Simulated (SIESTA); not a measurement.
NiO2 under changes of volume

One of the cells (15.832 Å³/atom); the others are scaled copies at fixed shape and fractional positions:

```
CELL_PARAMETERS angstrom
1.40213 0.80952 6.97429
-1.40213 0.80952 6.97429
0.00000 -1.61904 6.97429
ATOMIC_POSITIONS crystal
Ni 0.00000 0.00000 0.00000
O 0.37879 0.37879 0.37879
O 0.62121 0.62121 0.62121
```

The cell comes from a database or a generator and needn't be the stable form of this composition.

- Program: SIESTA 5.4.2
- Functional: PBEsol
- Potentials or basis: PseudoDojo 0.4 standard (PBEsol files)
- Basis: DZP (energy shift 0.003 Ry; two zetas on semicore shells)
- Grid cutoff: 800 Ry
- Energy shift: 0.003 Ry
- k mesh: 8 × 8 × 8
- Occupations: fermi-dirac, width 0.05 eV
- Spin: collinear spin, ferromagnetic start
- Starting moments: [1.0, 0.0, 0.0] μB

| volume (Å³/atom) | energy over the lowest point (meV/atom) | pressure (GPa) | gap on the mesh (eV) | largest force (eV/Å) |
| --- | --- | --- | --- | --- |
| 14.882 | 14.03 | 6.8 | 1.29 | 0.784 |
| 15.199 | 4.00 | 3.5 | 1.25 | 0.442 |
| 15.516 | 0.00 | 0.6 | 1.22 | 0.125 |
| 15.832 | 1.43 | -2.1 | 1.19 | 0.171 |
| 16.149 | ? | ? | ? | ? |
| 16.466 | 19.08 | -6.6 | 1.12 | 0.693 |
| 16.782 | 33.83 | -8.3 | 1.10 | 0.913 |

Question: What does the run at 16.149 Å³/atom give?

Answer: Energy over the lowest point 7.99 meV/atom; pressure -4.5 GPa; gap on the mesh 1.15 eV; largest force 0.445 eV/Å.

Worked out: A Birch-Murnaghan fit of order 3 (a polynomial in V^(-2/3)) to the other rows has its minimum at 15.58 Å³/atom with B0 = V·E''(V) = 134 GPa and B' = 4.4 at fixed shape and positions, which overstates the stiffness. It gives 8.04 meV/atom at 16.149 Å³/atom, against the run's 7.99, and -dE/dV = -4.5 GPa, against -4.5. A straight line through the other rows of the gap, of slope -1.59 eV per unit of ln V, gives 1.16 eV, against the run's 1.15.

Energies are extrapolated to zero smearing.

Caveats: short orbitals over semicore shells can move pressures by several GPa; the basis of atomic orbitals isn't converged, which shifts pressures, moduli and gaps.

A mesh can miss the band edges.
